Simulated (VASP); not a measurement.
These are PBEsol GGA, VASP's PBE PAW potentials (set 64) (plane waves; VASP) values and carry that method's errors. Each cell was relaxed at this level, without spin-orbit coupling.

Which of these comes out without a gap?
A) CaF2, Fm-3m (225)
B) SnS2, P-3m1 (164)
C) Ru, P6_3/mmc (194)
D) TiO2, P4_2/mnm (136)

C, Ru, P6_3/mmc (194). The others have gaps of 7.20 eV (CaF2, Fm-3m (225)), 1.41 eV (SnS2, P-3m1 (164)), 1.83 eV (TiO2, P4_2/mnm (136)).
